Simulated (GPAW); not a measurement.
# Si (Fd-3m) in GPAW: further runs

The runs below take Si through single point, relaxation of cell and atoms, with LDA, PBEsol.

All numbers are computed with GPAW 26.7.0; they aren't measurements. Logs are shortened: lines on timing, memory, paths and dates and some standing lists are left out, and cuts for length are marked. The log counts tension as positive stress, the text compression.

## (1) Starting point

The structure is cubic, space group Fd-3m (No. 227). Conventional cell: a = 5.444 Å, b = 5.444 Å, c = 5.444 Å, α = 90.00°, β = 90.00°, γ = 90.00°. Si (site symmetry -43m) is surrounded by 4 Si at 2.36 Å.

## (2) Single point, LDA

run.py reads:

```python
from ase import Atoms
from ase.dft.bandgap import bandgap
from ase.io import write
from ase.units import GPa
from gpaw import GPAW, PW

atoms = Atoms(['Si', 'Si'],
              cell=[[0.0, 2.7218511865, 2.7218511865],
                    [2.7218511865, 0.0, 2.7218511865],
                    [2.7218511865, 2.7218511865, 0.0]],
              scaled_positions=[[0.5, 0.5, 0.5],
                                [0.75, 0.75, 0.75]],
              pbc=True)

calc = GPAW(mode=PW(400),
            xc='LDA',
            kpts={'size': (7, 7, 7), 'gamma': True},
            occupations={'name': 'fermi-dirac', 'width': 0.05},
            nbands=11,
            maxiter=120,
            txt='gpaw.txt')
atoms.calc = calc
energy = atoms.get_potential_energy()
forces = atoms.get_forces()
stress = atoms.get_stress()
calc.write('gs.gpw')
write('result.traj', atoms)
print(f'Energy: {energy:.6f} eV')
print('Forces (eV/A):')
print(forces.round(4))
print('Stress (GPa):', (stress / GPa).round(3))
print('Fermi level:', round(calc.get_fermi_level(), 4), 'eV')
print(f'Gap: {bandgap(calc)[0]:.4f} eV, direct: {bandgap(calc, direct=True)[0]:.4f} eV')
```

Potentials or basis: the program's PAW data sets (release 1.2.1) made for this functional, pw.

Run with:

```sh
> OMP_NUM_THREADS=1 python run.py
```

gpaw.txt:

```text
__  _  _
 | _ |_)|_||  |
 |__||  | ||/\| - 26.7.0

Input parameters:
  mode=PW(ecut=400.0),
  kpts=MonkhorstPack(size=(7, 7, 7), gamma=True),
  maxiter=120,
  nbands=11,
  occupations=Occupations(name='fermi-dirac', width=0.05),
  xc=XC(name='LDA')

Diagonalizing LCAO Hamiltonian
Converting LCAO to pw mode

           Si

       Si

Atoms  # Å, Bohr magnetons
|   | symbol |        x |        y |        z |    initial magnetic moments |
|---|--------|----------|----------|----------|-----------------------------|
| 0 |     Si | 2.721851 | 2.721851 | 2.721851 | ( 0.0000,  0.0000,  0.0000) |
| 1 |     Si | 4.082777 | 4.082777 | 4.082777 | ( 0.0000,  0.0000,  0.0000) |

Unit cell  # Å
| periodic |        x |        y |        z |  lengths |    angles |
|----------|----------|----------|----------|----------|-----------|
|      yes | 0.000000 | 2.721851 | 2.721851 | 3.849279 | 60.000000 |
|      yes | 2.721851 | 0.000000 | 2.721851 | 3.849279 | 60.000000 |
|      yes | 2.721851 | 2.721851 | 0.000000 | 3.849279 | 60.000000 |

Number of symmetries: 24
Symmetry operations  # r_c * U_cc + t_c -> r_c
|    | kind |            matrix            |
|----|------|------------------------------|
|  0 |  E   |  1, 0, 0,  0, 1, 0,  0, 0, 1 |
|  1 |  σ   |  1, 0, 0,  0, 0, 1,  0, 1, 0 |
|  2 |  σ   |  1, 0,-1,  0, 1,-1,  0, 0,-1 |
|  3 |  C3  |  1, 0,-1,  0, 0,-1,  0, 1,-1 |
|  4 |  C3  |  1,-1, 0,  0,-1, 1,  0,-1, 0 |
|  5 |  σ   |  1,-1, 0,  0,-1, 0,  0,-1, 1 |
|  6 |  σ   |  0, 1, 0,  1, 0, 0,  0, 0, 1 |
|  7 |  C3  |  0, 1, 0,  0, 0, 1,  1, 0, 0 |
|  8 |  C2  |  0, 1,-1,  1, 0,-1,  0, 0,-1 |
|  9 |  S4  |  0, 1,-1,  0, 0,-1,  1, 0,-1 |
| 10 |  C3  |  0, 0, 1,  1, 0, 0,  0, 1, 0 |
| 11 |  σ   |  0, 0, 1,  0, 1, 0,  1, 0, 0 |
| 12 |  S4  |  0, 0,-1,  1, 0,-1,  0, 1,-1 |
| 13 |  C3  |  0, 0,-1,  0, 1,-1,  1, 0,-1 |
| 14 |  S4  |  0,-1, 1,  1,-1, 0,  0,-1, 0 |
| 15 |  C2  |  0,-1, 1,  0,-1, 0,  1,-1, 0 |
| 16 |  C3  |  0,-1, 0,  1,-1, 0,  0,-1, 1 |
| 17 |  S4  |  0,-1, 0,  0,-1, 1,  1,-1, 0 |
| 18 |  S4  | -1, 1, 0, -1, 0, 1, -1, 0, 0 |
| 19 |  C3  | -1, 1, 0, -1, 0, 0, -1, 0, 1 |
| 20 |  C3  | -1, 0, 1, -1, 1, 0, -1, 0, 0 |
| 21 |  S4  | -1, 0, 1, -1, 0, 0, -1, 1, 0 |
| 22 |  σ   | -1, 0, 0, -1, 1, 0, -1, 0, 1 |
| 23 |  C2  | -1, 0, 0, -1, 0, 1, -1, 1, 0 |

BZ-sampling:
  Number of BZ points: 343
  Number of IBZ points: 20

  Monkhorst-Pack size: [7, 7, 7]
  Monkhorst-Pack shift: [0, 0, 0]

K-points  # in reciprocal-cell coordinates
|     |                                coordinates |     weight |
|-----|--------------------------------------------|------------|
|   0 | (  0.00000000,   0.00000000,   0.00000000) | 0.00291545 |
|   1 | (  0.14285714,   0.14285714,   0.00000000) | 0.01749271 |
|   2 | (  0.14285714,   0.14285714,   0.14285714) | 0.02332362 |
|   3 | (  0.28571429,   0.14285714,   0.14285714) | 0.03498542 |
|   4 | (  0.28571429,   0.28571429,   0.00000000) | 0.01749271 |
|   5 | (  0.28571429,   0.28571429,   0.14285714) | 0.06997085 |
|   6 | (  0.28571429,   0.28571429,   0.28571429) | 0.02332362 |
|   7 | (  0.42857143,  -0.28571429,  -0.28571429) | 0.03498542 |
|   8 | (  0.42857143,   0.28571429,  -0.42857143) | 0.13994169 |
|   9 | (  0.42857143,   0.28571429,  -0.28571429) | 0.06997085 |
| ... |                                            |            |
|  19 | (  0.42857143,   0.42857143,   0.42857143) | 0.02332362 |

Plane wave coefficients: 748
Cutoff: 400.0 eV

Spin-components: 1 (collinear spins)
Bands:           11
Projectors:      10
Spin-degeneracy: 2
Datatype:        complex128

Parallelization:
  kpt:    1
  domain: 1
  band:   1

Density:
  Valence electrons: 8.0
  Components: 1
  Grid points: [18 18 18]
  Charge: 0.0  # |e|

Potential:
  Grid points: [18 18 18]

species:
  Si:
    name:    Silicon
    Z:       14.0
    valence: 4
    core:    10
    charge:  0.0  # [|e|]
    compensation charges:
      type: gauss
      rc: 0.33  # [Å]
      lmax: 2
    cutoffs:
      filter: 1.86  # [Å]
      core: 2.06  # [Å]
    projectors
    | kind |    occ | energy [eV] | rcut [Å] |
    |------|--------|-------------|----------|
    |   3s |  2.000 |     -10.878 |    1.058 |
    |   3p |  2.000 |      -4.162 |    1.058 |
    |    s |        |      16.334 |    1.058 |
    |    p |        |      23.049 |    1.058 |
    |    d |        |       0.000 |    1.058 |

    Using partial waves for Si as LCAO basis

Reference energy: -15717.426366  # eV

eigensolver:
  PPCG
  Converge bands: occupied
  niter=2

density mixing:
  MSR1-Mixer
  Pratt-step length: 0.05
  Maximum mixing coefficient: 0.75
  Old densities: 10
  SVD Regularization: 0.005
  Good broyden scale: 1.0
  Trust region scale: 1.0
  Backstep threshold: 4.0
  History deletion threshold: 6.0
  Fourier metric: weight=20.0, sigma=0.015

occupation numbers:
  Fermi-Dirac:
    width: 0.0500  # eV

poisson solver:
  ecut: 3200.0  # eV

xc functional:
  name: None

convergence criteria:
- Maximum [total energy] change in last 3 cyles: 0.0005 eV / valence electron
- Maximum integral of absolute [dens]ity change: 0.0001 electrons / valence electron
- Maximum integral of absolute [eigenst]ate change: 4e-08 eV^2 / valence electron
maximum number of iterations: 120

SCF iterations
|iter     | |      energy | eigst |  dens |
|---------|-|-------------|-------|-------|
|iter:   1| |  -12.048915 | -0.06 |       |
|iter:   2| |  -12.029553 | -2.54 | -0.80 |
|iter:   3| |  -11.874111 | -2.23 | -0.83 |
|iter:   4| |  -11.871454 | -3.27 | -1.48 |
|iter:   5| |  -11.871512c| -5.06 | -2.27 |
|iter:   6| |  -11.871515c| -6.61 | -3.27 |
|iter:   7| |  -11.871515c| -7.95c| -3.72 |
|iter:   8| |  -11.871515c| -8.74c| -5.13c|

Converged in 8 steps
Energy contributions relative to reference atoms: (reference = -15717.426366)

Energy contributions:
  Kinetic:          14.846685
  Coulomb:         -13.132585
  Zero:             -0.019596
  External:          0.000000
  Xc:              -13.565961
  Entropy:          -0.000116
  Spinorbit:         0.000000
  ----------------------------
  Free energy:     -11.871573
  Extrapolated:    -11.871515

dipole moment: (3.534580, 3.534580, 3.534580)  # |e|*Ang

Fermi level: 5.294
Eigenvalues  # (at kpt = [0.000, 0.000, 0.000])
| band index |      eig [eV] | occ [0-2] |
|------------|---------------|-----------|
|          0 |        -6.849 |     2.000 |
|          1 |         5.070 |     1.978 |
|          2 |         5.070 |     1.978 |
|          3 |         5.070 |     1.978 |
|          4 |         7.595 |     0.000 |
|          5 |         7.595 |     0.000 |
|          6 |         7.595 |     0.000 |
|          7 |         8.187 |     0.000 |
|          8 |        12.731 |     0.000 |
|          9 |        12.801 |     0.000 |
|         10 |        12.801 |     0.000 |

Gap: 0.483 eV
Transition (v -> c):
  (s=0, k=0, n=3, [0.00, 0.00, 0.00]) -> (s=0, k=16, n=4, [0.43, 0.43, 0.00])
Direct/indirect transitions are different
Direct gap: 2.525 eV
Transition at: (s=0, k=0, n=3, [0.00, 0.00, 0.00])

Forces  # eV/Ang
|        x |        y |        z |
|----------|----------|----------|
| -0.00000 | -0.00000 |  0.00000 |  # Si   0
| -0.00000 |  0.00000 | -0.00000 |  # Si   1

Stress tensor  # eV/Ang^3
|         x |         y |        z |
|-----------|-----------|----------|
|  0.011827 | -0.000000 | 0.000000 |
| -0.000000 |  0.011827 | 0.000000 |
|  0.000000 |  0.000000 | 0.011827 |

# Writing to gs.gpw (mode='')
```

Wall time 9.7 s (1 thread of Intel Xeon at 2.50GHz (Skylake/Cascade Lake), shared host); peak memory 0.12 GiB.

These settings aren't checked as converged: the numbers below hold their error.

What came out:

```yaml
Free_energy: -11.8716 eV
Pressure: -1.9 GPa
Band_gap_on_the_k_mesh: 0.48 eV, indirect (least direct gap 2.52 eV)
```

Caveat: the cutoff is short for stress and forces, so pressures can be off by a GPa or more; an odd mesh through Γ misses points on the zone boundary, where band edges often lie.

## (3) Relaxation of cell and atoms, PBEsol

run.py reads:

```python
from ase import Atoms
from ase.filters import FrechetCellFilter
from ase.io import write
from ase.optimize import BFGS
from gpaw import GPAW, PW, setup_paths

setup_paths.insert(0, '.')

atoms = Atoms(['Si', 'Si'],
              cell=[[0.0, 2.7218511865, 2.7218511865],
                    [2.7218511865, 0.0, 2.7218511865],
                    [2.7218511865, 2.7218511865, 0.0]],
              scaled_positions=[[0.5, 0.5, 0.5],
                                [0.75, 0.75, 0.75]],
              pbc=True)

calc = GPAW(mode=PW(600),
            xc='PBEsol',
            kpts={'size': (8, 8, 8), 'gamma': True},
            occupations={'name': 'fermi-dirac', 'width': 0.05},
            nbands=11,
            convergence={'density': 1e-05, 'forces': 0.0001},
            maxiter=150,
            txt='gpaw.txt')
atoms.calc = calc
opt = BFGS(FrechetCellFilter(atoms), trajectory='relax.traj', logfile='-')
done = opt.run(fmax=0.02, steps=60)
calc.write('gs.gpw')
write('result.traj', atoms)
print('Converged:', done)
print('Cell:', atoms.cell.cellpar().round(4))
print('Volume:', round(atoms.get_volume(), 4))
print(atoms.get_scaled_positions().round(5))
```

Potentials or basis: PAW data sets generated in the run's folder for this functional, pw.

Run with:

```sh
> gpaw-setup -f PBEsol Si
> OMP_NUM_THREADS=1 python run.py
```

It took 22 s on 1 thread of Arm Neoverse V2, shared host; peak memory 0.16 GiB.

It converged, with:

- Free energy: -11.4760 eV
- Relaxed volume: 20.11 Å³/atom
- Relaxed cell: a = 3.846 Å, b = 3.846 Å, c = 3.846 Å, α = 60.00°, β = 60.00°, γ = 60.00°
- Space group after relaxing (to 0.05 Å): Fd-3m (No. 227)
- Energy gained by relaxing: 0.0 meV/atom
- Ionic steps: 3
- Pressure after relaxing: 0.0 GPa
- Band gap on the k mesh: 0.52 eV, indirect (least direct gap 2.52 eV)

Final structure:
```
Si
1.0
     0.00000    2.71926    2.71926
     2.71926    0.00000    2.71926
     2.71926    2.71926    0.00000
Si
2
Direct
  0.50000 0.50000 0.50000
  0.75000 0.75000 0.75000
```

Levels at points of the mesh, in eV from the valence-band top:
```tsv
k point	band 1	band 2	band 3	band 4	band 5	band 6	band 7
(0.00, 0.00, 0.00)	-11.96	0.00	0.00	0.00	2.52	2.52	2.52
(0.50, 0.50, 0.00)	-7.82	-7.82	-2.86	-2.86	0.60	0.60	10.03
(0.50, 0.50, 0.50)	-9.62	-7.00	-1.20	-1.20	1.45	3.28	3.28
```

Caveat: later steps reuse the first step's grids. As with any semilocal functional, this PBEsol gap is likely too small.

## (4) Relaxation of cell and atoms, PBEsol, target pressure 2 GPa, at which the enthalpy is minimised

Edit run.py of step 3 so:

```diff
@@ -4,2 +4,3 @@
 from ase.optimize import BFGS
+from ase.units import GPa
 from gpaw import GPAW, PW, setup_paths
@@ -25,3 +26,3 @@
 atoms.calc = calc
-opt = BFGS(FrechetCellFilter(atoms), trajectory='relax.traj', logfile='-')
+opt = BFGS(FrechetCellFilter(atoms, scalar_pressure=2 * GPa), trajectory='relax.traj', logfile='-')
 done = opt.run(fmax=0.02, steps=60)
```

Run with:

```sh
> gpaw-setup -f PBEsol Si
> OMP_NUM_THREADS=1 python run.py
```

Run time: 23 s. Hardware: 1 thread of Arm Neoverse V2, shared host; peak memory 0.16 GiB.

Results (log left out):

```
Free energy                                            : -11.4707 eV
Relaxed volume                                         : 19.69 Å³/atom
Relaxed cell                                           : a = 3.819 Å, b = 3.819 Å, c = 3.819 Å, α = 60.00°, β = 60.00°, γ = 60.00°
Space group after relaxing (to 0.05 Å)                 : Fd-3m (No. 227)
Energy change on relaxing (the enthalpy is what falls) : +2.6 meV/atom
Ionic steps                                            : 3
Pressure after relaxing                                : 2.0 GPa
Band gap on the k mesh                                 : 0.48 eV, indirect (least direct gap 2.53 eV)
```

Step by step:
```
step  energy change (eV)  largest force (eV/Å)  pressure (GPa)  volume (Å³)
   1              0.0000                0.0000           -0.27        40.33
   2              0.0000                0.0000            0.31        40.08
   3              0.0051                0.0000            2.04        39.39
```

Final structure:
```xyz
2
Lattice="0.0000 2.7004 2.7004 2.7004 0.0000 2.7004 2.7004 2.7004 0.0000" Properties=species:S:1:pos:R:3 pbc="T T T"
Si    2.7004    2.7004    2.7004
Si    4.0507    4.0507    4.0507
```

Levels at points of the mesh, in eV from the valence-band top:
```csv
k point,band 1,band 2,band 3,band 4,band 5,band 6,band 7
"(0.00, 0.00, 0.00)",-12.11,0.00,0.00,0.00,2.53,2.53,2.53
"(0.50, 0.50, 0.00)",-7.89,-7.89,-2.92,-2.92,0.56,0.56,10.21
"(0.50, 0.50, 0.50)",-9.71,-7.10,-1.22,-1.22,1.52,3.27,3.27
```

Caveat: later steps reuse the first step's grids.
